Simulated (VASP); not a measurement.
BN: single point with PBE

Crystal: BN.

```
B N
1.0
     2.55458    0.00000    0.00000
    -1.27729    2.21233    0.00000
     0.00000    0.00000    4.22451
B N
2 2
Direct
  0.66667 0.33333 0.99981
  0.33333 0.66667 0.49981
  0.66667 0.33333 0.62519
  0.33333 0.66667 0.12519
```

Measurements of this composition are mostly on another form, of space group No. 194.

- Program: VASP 6.6.1
- Task: single point
- Functional: PBE
- Potentials or basis: VASP PAW PBE potentials, release 64 (B, N)
- Cutoff: 520 eV
- k mesh: 12 × 12 × 6
- Occupations: gaussian, width 0.02 eV
- Spin: no spin polarisation
- Dipole correction: no
- Further INCAR settings: ALGO = Normal; EDIFF = 1e-07; NBANDS = 16

The pressure is 0.2 GPa and the band gap on the k mesh is 5.21 eV, indirect (least direct gap 8.24 eV).

Levels at points of the mesh, in eV from the valence-band top:
```csv
k point,band 6,band 7,band 8,band 9,band 10,band 11
"(0.00, 0.00, 0.00)",-0.26,0.00,0.00,8.33,8.33,8.55
"(0.50, 0.00, 0.00)",-4.93,-4.36,-2.09,6.68,7.94,10.56
"(0.00, 0.00, 0.50)",-1.16,-1.16,-1.16,9.40,9.40,9.87
"(0.50, 0.00, 0.50)",-3.73,-3.53,-3.53,6.56,6.56,9.97
```

Run time: 9.8 s on 1 thread of Intel(R) Xeon(R) 6975P-C (Granite Rapids), on a shared host, peak memory 0.14 GiB.

A k mesh can miss the band edges. As with any semilocal functional, this PBE gap is likely too small.
